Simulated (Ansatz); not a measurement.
The system is BaTiO3.

```
Ba Ti O
1.0
     3.99980    0.00000    0.00000
     0.00000    3.99980    0.00000
     0.00000    0.00000    4.01800
Ba Ti O
1 1 3
Direct
  0.00000 0.00000 0.00000
  0.50000 0.50000 0.49000
  0.00000 0.50000 0.51700
  0.50000 0.00000 0.51700
  0.50000 0.50000 0.01900
```

Base run:

```yaml
Program: Ansatz 0.2.0
Functional: PBE
Potentials_or_basis: Ansatz PAW
Cutoff: 600 eV
Density_cutoff: 2400 eV
k_mesh: 7 × 7 × 7
Occupations: fermi-dirac, width 0.05 eV
Spin: no spin polarisation
```

Its results: band gap on the k mesh 1.93 eV, indirect (least direct gap 2.09 eV); pressure 2.4 GPa; largest force 0.311 eV/Å.

Task: After a change of settings the same cell gave: band gap on the k mesh 1.83 eV, indirect (least direct gap 2.08 eV); pressure 2.4 GPa; largest force 0.341 eV/Å. Which change was it?
A. functional from PBE to BLYP; cutoff from 600 eV to 420 eV; density cutoff from 2400 eV to 1680 eV
B. functional from PBE to PBEsol; cutoff from 600 eV to 420 eV; density cutoff from 2400 eV to 1680 eV
C. cutoff from 600 eV to 420 eV; density cutoff from 2400 eV to 1680 eV; k mesh from 7 × 7 × 7 to 4 × 4 × 4
D. functional from PBE to PBEsol; cutoff from 600 eV to 420 eV; density cutoff from 2400 eV to 1680 eV; spin from no spin polarisation to spin-orbit coupling, no magnetisation; potential files from those of the base run to others of the same set

Result: C.

Caveats: spin-orbit coupling is left out, which moves the levels of the heavy elements; odd divisions of the mesh miss points on the zone boundary, where band edges often lie, so the gap on the mesh can be too wide (some runs).

Not every run made on this cell is shown here.
